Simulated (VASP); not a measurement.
## What goes wrong when the modes of CuI (Marshite) are computed with a bad input

Aim: see how common mistakes in a phonon run show up, on CuI (Marshite). The starting structure is a measured crystal structure from the Crystallography Open Database.

Calculated with VASP 6.6.1; Kohn-Sham DFT with plane waves and PAW; LDA.

The database entry behind the starting cell differs from later determinations by our own check (about 0.15 % long (mineral sample)), so it need not match the best structure at ambient conditions.

## (1) Starting point

It takes space group F-43m (No. 216, cubic). The conventional cell has a = 6.063 Å, b = 6.063 Å, c = 6.063 Å, α = 90.00°, β = 90.00°, γ = 90.00°. I has 4 Cu at 2.63 Å nearest. Nearest to Cu lie 4 I at 2.63 Å. Farther neighbours and most contacts between anions are not listed.

Coordinates:

```
I Cu
1.0
     0.00000    3.03150    3.03150
     3.03150    0.00000    3.03150
     3.03150    3.03150    0.00000
I Cu
1 1
Direct
  0.00000 0.00000 0.00000
  0.75000 0.75000 0.75000
```

## (2) Reference modes

The cell comes from a relaxation at this level, not shown (50.36 Å³).

File INCAR:

```
SYSTEM = CuI
PREC = Accurate
ENCUT = 450
EDIFF = 1E-08
NELM = 100
ISMEAR = 0
SIGMA = 0.03
LREAL = .FALSE.
ALGO = Normal
GGA = CA
NBANDS = 15
LORBIT = 11
LWAVE = .FALSE.
LCHARG = .FALSE.
KPAR = 2
IBRION = 8
LEPSILON = .TRUE.
ISIF = 2
```

File POSCAR:

```
CuI
1.0
    0.0000000000      2.9309762125      2.9309762125
    2.9309762125      0.0000000000      2.9309762125
    2.9309762125      2.9309762125      0.0000000000
I Cu
1 1
Direct
    0.0000000000      0.0000000000      0.0000000000
    0.7500000000      0.7500000000      0.7500000000
```

File KPOINTS:

```
Automatic mesh
0
Gamma
6 6 6
0 0 0
```

PAW data sets: I and Cu (LDA family, release 64).

On the command line:

```console
$ mpirun -np 2 vasp_std
```

The log of the run:

```text
[banner, memory and clock lines left out]
running    2 mpi-ranks, on    1 nodes
 distrk:  each k-point on    1 cores,    2 groups
 distr:  one band on    1 cores,    1 groups

 POSCAR found type information on POSCAR I Cu
 POSCAR found :  2 types and       2 ions
 LDA part: xc-table for (Slater(with rela. corr.)+CA(PZ))
 , standard interpolation
 POSCAR, INCAR and KPOINTS ok, starting setup
 FFT: planning ... GRIDC
 FFT: planning ... GRID_SOFT
 FFT: planning ... GRID
 WAVECAR not read
 entering main loop
       N       E                     dE             d eps       ncg     rms          rms(c)
DAV:   1     0.900914269847E+02    0.90091E+02   -0.69050E+03   480   0.116E+03
DAV:   2    -0.109425909121E+01   -0.91186E+02   -0.83469E+02   508   0.232E+02
DAV:   3    -0.714880714765E+01   -0.60545E+01   -0.59678E+01   628   0.635E+01
DAV:   4    -0.731610973986E+01   -0.16730E+00   -0.16722E+00   565   0.102E+01
DAV:   5    -0.732498509831E+01   -0.88754E-02   -0.88751E-02   740   0.264E+00    0.642E+00
DAV:   6    -0.721672816135E+01    0.10826E+00   -0.39894E+00   487   0.593E+01    0.404E+00
DAV:   7    -0.699978341063E+01    0.21694E+00   -0.95836E-01   536   0.359E+01    0.199E+00
DAV:   8    -0.699661671725E+01    0.31667E-02   -0.54960E-02   768   0.380E+00    0.536E-01
DAV:   9    -0.699257389552E+01    0.40428E-02   -0.11328E-02   627   0.339E+00    0.268E-01
DAV:  10    -0.699259894592E+01   -0.25050E-04   -0.65566E-04   599   0.176E-01    0.189E-01
DAV:  11    -0.699242544579E+01    0.17350E-03   -0.90849E-04   606   0.107E+00    0.412E-02
DAV:  12    -0.699242752694E+01   -0.20812E-05   -0.11506E-04   716   0.150E-01    0.436E-02
DAV:  13    -0.699242670742E+01    0.81952E-06   -0.29488E-06   613   0.119E-02    0.193E-02
DAV:  14    -0.699242559666E+01    0.11108E-05   -0.14945E-06   754   0.341E-02    0.813E-03
DAV:  15    -0.699242542375E+01    0.17292E-06   -0.77311E-07   762   0.224E-02    0.544E-03
DAV:  16    -0.699242540996E+01    0.13789E-07   -0.15268E-07   652   0.124E-02    0.107E-03
DAV:  17    -0.699242540430E+01    0.56541E-08   -0.23958E-08   479   0.403E-03
   1 F= -.69924254E+01 E0= -.69924254E+01  d E =-.112123E-23
 Linear response reoptimize wavefunctions to high precision
DAV:   1    -0.699242540349E+01    0.81377E-09   -0.60994E-09   668   0.175E-03
DAV:   2    -0.699242540355E+01   -0.59345E-10   -0.53206E-10   331   0.151E-04
 Linear response G [H, r] |phi>, progress :
  Direction:   1
       N       E                     dE             d eps       ncg     rms
RMM:   1    -0.631813857024E+02   -0.63181E+02    0.68798E+01   699   0.216E+02
RMM:   2    -0.630508942694E+02    0.13049E+00   -0.10590E+01   737   0.521E+01
RMM:   3    -0.652994076718E+02   -0.22485E+01   -0.80273E+00   839   0.196E+01
RMM:   4    -0.654999750457E+02   -0.20057E+00   -0.79708E-01   867   0.554E+00
RMM:   5    -0.655127708747E+02   -0.12796E-01   -0.47411E-02   848   0.153E+00
RMM:   6    -0.655135208411E+02   -0.74997E-03   -0.43487E-03   873   0.478E-01
RMM:   7    -0.655136376063E+02   -0.11677E-03   -0.49315E-04   860   0.157E-01
RMM:   8    -0.655136610676E+02   -0.23461E-04    0.13602E-04   845   0.389E-02
RMM:   9    -0.655136775186E+02   -0.16451E-04    0.10256E-05   868   0.125E-02
RMM:  10    -0.655136749853E+02    0.25333E-05    0.40435E-05   854   0.412E-03
RMM:  11    -0.655136780240E+02   -0.30387E-05    0.10736E-05   851   0.161E-03
RMM:  12    -0.655136766270E+02    0.13970E-05    0.24779E-05   734   0.815E-04
RMM:  13    -0.655136778971E+02   -0.12702E-05    0.12078E-05   627   0.562E-04
RMM:  14    -0.655136772107E+02    0.68637E-06    0.18960E-05   535   0.527E-04
RMM:  15    -0.655136774402E+02   -0.22950E-06    0.16669E-05   488   0.514E-04
RMM:  16    -0.655136754804E+02    0.19599E-05    0.36270E-05   458   0.538E-04
 Linear response G [H, r] |phi>, progress :
  Direction:   2
       N       E                     dE             d eps       ncg     rms
RMM:   1    -0.616434358714E+02   -0.61643E+02    0.63079E+01   707   0.217E+02
RMM:   2    -0.646828787731E+02   -0.30394E+01   -0.93377E+00   740   0.503E+01
RMM:   3    -0.669224615055E+02   -0.22396E+01   -0.78646E+00   831   0.193E+01
RMM:   4    -0.671267375569E+02   -0.20428E+00   -0.83303E-01   868   0.554E+00
RMM:   5    -0.671385555566E+02   -0.11818E-01   -0.42235E-02   850   0.150E+00
RMM:   6    -0.671393337333E+02   -0.77818E-03   -0.48003E-03   876   0.488E-01
RMM:   7    -0.671394553826E+02   -0.12165E-03   -0.49237E-04   851   0.158E-01
RMM:   8    -0.671394768361E+02   -0.21453E-04    0.96598E-05   852   0.396E-02
RMM:   9    -0.671394911578E+02   -0.14322E-04   -0.38888E-06   868   0.121E-02
RMM:  10    -0.671394990712E+02   -0.79133E-05   -0.78242E-05   848   0.398E-03
RMM:  11    -0.671394909986E+02    0.80725E-05    0.30928E-06   858   0.164E-03
RMM:  12    -0.671394952225E+02   -0.42239E-05   -0.39093E-05   741   0.970E-04
RMM:  13    -0.671394930740E+02    0.21485E-05   -0.17598E-05   640   0.712E-04
RMM:  14    -0.671394953625E+02   -0.22885E-05   -0.40471E-05   551   0.690E-04
RMM:  15    -0.671394934437E+02    0.19187E-05   -0.21282E-05   493   0.642E-04
RMM:  16    -0.671394962343E+02   -0.27906E-05   -0.49189E-05   464   0.679E-04
 Linear response G [H, r] |phi>, progress :
  Direction:   3
       N       E                     dE             d eps       ncg     rms
[...]
dielectric tensor                  component  1 :     7.589     1.697     0.607
 Linear response to external field, progress :
  Direction:   2
       N       E                     dE             d eps       ncg     rms          rms(c)
RMM:   1    -0.455572712010E+00   -0.45557E+00    0.10288E-01  1937   0.194E+01
RMM:   2    -0.950691218587E+00   -0.49512E+00    0.74910E-02  2168   0.261E+00    0.133E+00
RMM:   3    -0.930612185171E+00    0.20079E-01    0.20893E-02  2163   0.157E+00    0.798E-01
RMM:   4    -0.948643721047E+00   -0.18032E-01   -0.31858E-02  2269   0.131E+00    0.148E-01
RMM:   5    -0.953485191413E+00   -0.48415E-02   -0.52448E-03  2314   0.454E-01    0.601E-02
RMM:   6    -0.956514180830E+00   -0.30290E-02   -0.51320E-04  2301   0.170E-01    0.231E-02
RMM:   7    -0.956550553443E+00   -0.36373E-04   -0.32807E-05  2178   0.758E-02    0.196E-02
RMM:   8    -0.956578926450E+00   -0.28373E-04   -0.20730E-05  2260   0.361E-02    0.106E-02
RMM:   9    -0.956691690497E+00   -0.11276E-03   -0.21730E-06  2461   0.139E-02    0.329E-03
RMM:  10    -0.956689592751E+00    0.20977E-05   -0.71386E-07  2423   0.462E-03    0.159E-03
RMM:  11    -0.956688005106E+00    0.15876E-05   -0.34860E-07  2455   0.172E-03    0.448E-04
RMM:  12    -0.956690424223E+00   -0.24191E-05    0.16451E-07  2439   0.682E-04    0.637E-05
RMM:  13    -0.956689429416E+00    0.99481E-06    0.18257E-08  2341   0.259E-04    0.693E-05
RMM:  14    -0.956689841878E+00   -0.41246E-06    0.20478E-08  1764   0.112E-04    0.772E-06
 change of polarisation eV/A/(eV/A) component  2 :     0.472     1.834     0.139
 dielectric tensor                  component  2 :     1.697     7.589     0.500
 Linear response to external field, progress :
  Direction:   3
       N       E                     dE             d eps       ncg     rms          rms(c)
RMM:   1    -0.455555670383E+00   -0.45556E+00    0.10305E-01  1937   0.194E+01
RMM:   2    -0.950630466795E+00   -0.49507E+00    0.75566E-02  2169   0.261E+00    0.133E+00
RMM:   3    -0.930643864160E+00    0.19987E-01    0.20712E-02  2164   0.157E+00    0.798E-01
RMM:   4    -0.948680610363E+00   -0.18037E-01   -0.32070E-02  2271   0.131E+00    0.148E-01
RMM:   5    -0.953465221446E+00   -0.47846E-02   -0.52583E-03  2312   0.454E-01    0.604E-02
RMM:   6    -0.956505118818E+00   -0.30399E-02   -0.48916E-04  2294   0.171E-01    0.231E-02
RMM:   7    -0.956554317751E+00   -0.49199E-04   -0.62214E-05  2184   0.768E-02    0.197E-02
RMM:   8    -0.956577317532E+00   -0.23000E-04   -0.20447E-05  2261   0.360E-02    0.107E-02
RMM:   9    -0.956690943125E+00   -0.11363E-03   -0.93346E-07  2457   0.138E-02    0.318E-03
RMM:  10    -0.956689476059E+00    0.14671E-05   -0.59655E-07  2416   0.463E-03    0.155E-03
RMM:  11    -0.956688231823E+00    0.12442E-05   -0.20027E-07  2454   0.173E-03    0.444E-04
RMM:  12    -0.956690644866E+00   -0.24130E-05   -0.84924E-08  2436   0.686E-04    0.719E-05
RMM:  13    -0.956689476384E+00    0.11685E-05   -0.79248E-10  2365   0.265E-04    0.761E-05
RMM:  14    -0.956689623641E+00   -0.14726E-06   -0.27718E-08  1803   0.114E-04    0.107E-05
RMM:  15    -0.956689474773E+00    0.14887E-06    0.33638E-08  1425   0.695E-05    0.116E-05
RMM:  16    -0.956689586324E+00   -0.11155E-06   -0.46876E-08  1166   0.564E-05    0.845E-07
 change of polarisation eV/A/(eV/A) component  3 :     0.358     0.284     1.834
 dielectric tensor                  component  3 :     1.285     1.020     7.589
 Linear response DOF=           2
 Linear response progress:
  Degree of freedom:   1/  2
       N       E                     dE             d eps       ncg     rms          rms(c)
RMM:   1    -0.760618377717E-01   -0.76062E-01    0.91023E-02  3033   0.240E+00
RMM:   2    -0.771949169946E-01   -0.11331E-02   -0.68051E-03  2167   0.100E+00    0.109E-01
RMM:   3    -0.778860426031E-01   -0.69113E-03   -0.24691E-03  2424   0.340E-01    0.479E-02
RMM:   4    -0.779402285245E-01   -0.54186E-04   -0.22362E-04  2484   0.100E-01    0.463E-02
RMM:   5    -0.779854562490E-01   -0.45228E-04   -0.26984E-05  2366   0.364E-02    0.370E-03
RMM:   6    -0.779731147745E-01    0.12341E-04   -0.29669E-06  2410   0.111E-02    0.131E-03
RMM:   7    -0.779616631635E-01    0.11452E-04   -0.18525E-07  2397   0.452E-03    0.743E-04
RMM:   8    -0.779587925506E-01    0.28706E-05   -0.19251E-07  2273   0.227E-03    0.673E-04
RMM:   9    -0.779578695932E-01    0.92296E-06   -0.21741E-08  2597   0.956E-04    0.594E-04
RMM:  10    -0.779580739632E-01   -0.20437E-06   -0.21909E-08  2464   0.269E-04    0.218E-04
RMM:  11    -0.779575687270E-01    0.50524E-06   -0.31089E-09  2500   0.141E-04    0.118E-04
RMM:  12    -0.779575303860E-01    0.38341E-07    0.93002E-09  2519   0.656E-05    0.610E-05
RMM:  13    -0.779574722415E-01    0.58145E-07    0.10034E-08  2420   0.472E-05    0.362E-06
RMM:  14    -0.779574525661E-01    0.19675E-07    0.70882E-09  2584   0.367E-05    0.179E-06
RMM:  15    -0.779574505550E-01    0.20111E-08    0.86970E-09  2415   0.310E-05    0.772E-07
 first order change of Fermi-energy   0.39064E-03
 force on displaced ion       1 direction 1 :  -3.775  -0.000  -0.000
 Born effective charge ion    1 direction 1 :  -1.142   0.000   0.000
 Linear response progress:
  Degree of freedom:   2/  2
       N       E                     dE             d eps       ncg     rms          rms(c)
RMM:   1    -0.246895738973E+00   -0.24690E+00   -0.12749E-01  1957   0.512E+00
RMM:   2    -0.246967723702E+00   -0.71985E-04   -0.84622E-03  1910   0.109E+00    0.854E-02
RMM:   3    -0.247322596134E+00   -0.35487E-03   -0.10747E-03  2165   0.263E-01    0.518E-02
RMM:   4    -0.247657849406E+00   -0.33525E-03   -0.10286E-04  2276   0.797E-02    0.536E-03
RMM:   5    -0.247643292620E+00    0.14557E-04   -0.60796E-06  2306   0.193E-02    0.398E-03
RMM:   6    -0.247637507201E+00    0.57854E-05   -0.63412E-07  2359   0.731E-03    0.183E-03
RMM:   7    -0.247644099028E+00   -0.65918E-05   -0.16359E-07  2366   0.317E-03    0.110E-03
RMM:   8    -0.247642201566E+00    0.18975E-05   -0.26026E-08  2228   0.119E-03    0.340E-04
RMM:   9    -0.247641640823E+00    0.56074E-06   -0.25883E-09  2238   0.516E-04    0.156E-04
RMM:  10    -0.247641634558E+00    0.62652E-08   -0.33458E-09  2410   0.188E-04    0.389E-05
 first order change of Fermi-energy   0.77563E-05
 force on displaced ion       2 direction 1 :  -3.820  -0.000  -0.000
 Born effective charge ion    2 direction 1 :   1.024   0.000   0.000
 Born effective charges drift removed
 Linear response finished
```

Wall time 3.3 min (2 MPI ranks of AMD EPYC 7R43, shared host); peak memory 0.37 GiB; 6.6 min of CPU time.

The logs omit lines about the potential files and the build; timing stands in the text.

From OUTCAR (step 2):

```text
ion  position               nearest neighbor table
   1  0.000  0.000  0.000-   2 2.54   2 2.54   2 2.54   2 2.54
   2  0.750  0.750  0.750-   1 2.54   1 2.54   1 2.54   1 2.54

  LATTYP: Found a face centered cubic cell.
 ALAT       =     5.8619524250

 Subroutine GETGRP returns: Found 24 space group operations
 (whereof 24 operations were pure point group operations)

The static configuration has the point symmetry T_d .

 Found     16 irreducible k-points:

   k-points           NKPTS =     16   k-points in BZ     NKDIM =     16   number of bands    NBANDS=     15

   dimension x,y,z NGX =    30 NGY =   30 NGZ =   30
   dimension x,y,z NGXF=    60 NGYF=   60 NGZF=   60

   ENCUT  =  450.0 eV  33.07 Ry    5.75 a.u.   7.17  7.17  7.17*2*pi/ulx,y,z

   NELECT =      18.0000    total number of electrons

 k-points in reciprocal lattice and weights: Automatic mesh
   0.00000000  0.00000000  0.00000000       0.005
   0.16666667  0.00000000  0.00000000       0.037
   0.33333333  0.00000000  0.00000000       0.037
   0.50000000  0.00000000  0.00000000       0.019
   0.16666667  0.16666667  0.00000000       0.028
   0.33333333  0.16666667  0.00000000       0.111
   0.50000000  0.16666667  0.00000000       0.111
  -0.33333333  0.16666667  0.00000000       0.111
  -0.16666667  0.16666667  0.00000000       0.056
[...]
-0.33333333  0.33333333  0.16666667       0.111
  -0.33333333  0.50000000  0.16666667       0.056

 average (electrostatic) potential at core
       1 -92.0926       2 -66.0748

  Total       -0.0044947     -0.0044947     -0.0044947      0.0000000      0.0000000      0.0000000
  in kB       -0.1430014     -0.1430014     -0.1430014      0.0000000      0.0000000      0.0000000
  external PRESSURE =      -0.1430014 kB  Pullay stress =       0.0000000 kB

  energy-cutoff  :      450.00
  volume of cell :       50.36
      direct lattice vectors                 reciprocal lattice vectors
     0.000000000  2.930976213  2.930976213    -0.170591627  0.170591627  0.170591627
     2.930976213  0.000000000  2.930976213     0.170591627 -0.170591627  0.170591627
     2.930976213  2.930976213  0.000000000     0.170591627  0.170591627 -0.170591627

 POSITION                                       TOTAL-FORCE (eV/Angst)
 -----------------------------------------------------------------------------------
      0.00000      0.00000      0.00000         0.000000      0.000000      0.000000
      4.39646      4.39646      4.39646        -0.000000     -0.000000     -0.000000
 -----------------------------------------------------------------------------------
    total drift:                               -0.000000     -0.000000     -0.000000

 MACROSCOPIC STATIC DIELECTRIC TENSOR (including local field effects in DFT)
 ------------------------------------------------------
           7.589111     0.000000     0.000000
           0.000000     7.589111     0.000000
          -0.000000     0.000000     7.589111
 ------------------------------------------------------

 PIEZOELECTRIC TENSOR (including local field effects)  for field in x, y, z        (C/m^2)
          XX          YY          ZZ          XY          YZ          ZX
  --------------------------------------------------------------------------------
  x     0.00000    -0.00000    -0.00000     0.00000    -0.34066     0.00000
  y     0.00000    -0.00000     0.00000     0.00000     0.00000    -0.34066
  z     0.00000     0.00000     0.00000    -0.34066     0.00000     0.00000

 BORN EFFECTIVE CHARGES (including local field effects) (in |e|, cummulative output)
 ---------------------------------------------------------------------------------
 ion    1
    1    -1.08373    -0.00000    -0.00000
    2     0.00000    -1.08373    -0.00000
    3     0.00000     0.00000    -1.08373
 ion    2
    1     1.08373     0.00000     0.00000
    2    -0.00000     1.08373     0.00000
    3    -0.00000    -0.00000     1.08373

 Eigenvectors and eigenvalues of the dynamical matrix
 ----------------------------------------------------

   1 f  =    4.686565 THz    29.446556 2PiTHz  156.326978 cm-1    19.382066 meV
             X         Y         Z           dx          dy          dz
      0.000000  0.000000  0.000000    -0.575331    0.000000    0.000000
      4.396464  4.396464  4.396464     0.817920    0.000000    0.000000

   2 f  =    4.686565 THz    29.446556 2PiTHz  156.326978 cm-1    19.382066 meV
             X         Y         Z           dx          dy          dz
      0.000000  0.000000  0.000000     0.000000    0.000000   -0.575331
      4.396464  4.396464  4.396464     0.000000    0.000000    0.817920

   3 f  =    4.686565 THz    29.446556 2PiTHz  156.326978 cm-1    19.382066 meV
             X         Y         Z           dx          dy          dz
      0.000000  0.000000  0.000000     0.000000   -0.575331   -0.000000
      4.396464  4.396464  4.396464     0.000000    0.817920   -0.000000

   4 f/i=    0.013214 THz     0.083025 2PiTHz    0.440764 cm-1     0.054648 meV
             X         Y         Z           dx          dy          dz
      0.000000  0.000000  0.000000     0.000000    0.806179   -0.138089
      4.396464  4.396464  4.396464     0.000000    0.567073   -0.097133

   5 f/i=    0.013214 THz     0.083025 2PiTHz    0.440764 cm-1     0.054648 meV
             X         Y         Z           dx          dy          dz
      0.000000  0.000000  0.000000    -0.817920    0.000000    0.000000
      4.396464  4.396464  4.396464    -0.575331    0.000000    0.000000

   6 f/i=    0.013214 THz     0.083025 2PiTHz    0.440764 cm-1     0.054648 meV
             X         Y         Z           dx          dy          dz
      0.000000  0.000000  0.000000     0.000000    0.138089    0.806179
      4.396464  4.396464  4.396464     0.000000    0.097133    0.567073

 MACROSCOPIC STATIC DIELECTRIC TENSOR IONIC CONTRIBUTION
 ------------------------------------------------------
           1.111242    -0.000000     0.000000
          -0.000000     1.111242    -0.000000
           0.000000    -0.000000     1.111242
 ------------------------------------------------------

 ELASTIC MODULI CONTR FROM IONIC RELAXATION (kBar)
 Direction    XX          YY          ZZ          XY          YZ          ZX
 --------------------------------------------------------------------------------
 XX          -0.0000      0.0000      0.0000      0.0000      0.0000      0.0000
 YY           0.0000     -0.0000      0.0000      0.0000      0.0000      0.0000
 ZZ           0.0000      0.0000     -0.0000      0.0000      0.0000      0.0000
 XY           0.0000      0.0000      0.0000   -213.7796      0.0000      0.0000
 YZ           0.0000      0.0000      0.0000      0.0000   -213.7796      0.0000
 ZX           0.0000      0.0000      0.0000      0.0000      0.0000   -213.7796
 --------------------------------------------------------------------------------

 PIEZOELECTRIC TENSOR IONIC CONTR  for field in x, y, z        (C/m^2)
          XX          YY          ZZ          XY          YZ          ZX
  --------------------------------------------------------------------------------
  x    -0.00000    -0.00000    -0.00000     0.00000     0.45863     0.00000
  y     0.00000    -0.00000    -0.00000     0.00000    -0.00000     0.45863
  z     0.00000     0.00000    -0.00000     0.45863    -0.00000    -0.00000
```

Energies printed during the response cycles are not total energies of the cell.

Reference: the zone-centre mode is T2 156.3 cm⁻¹.

(Continued in part 2 of 2.)

[Lines on the potential files, build, host, timing and source positions are cut from VASP's logs without a mark.]

[Logs are printed without paths, hosts, clocks, repeated set-up lines and the standing remarks that a program may print on its own settings, such as how far it seeks lower states.]

[Hosts, paths, dates, database ids (printed as entryN), source tags and the programs' standing remarks are cut or masked in the printed files.]
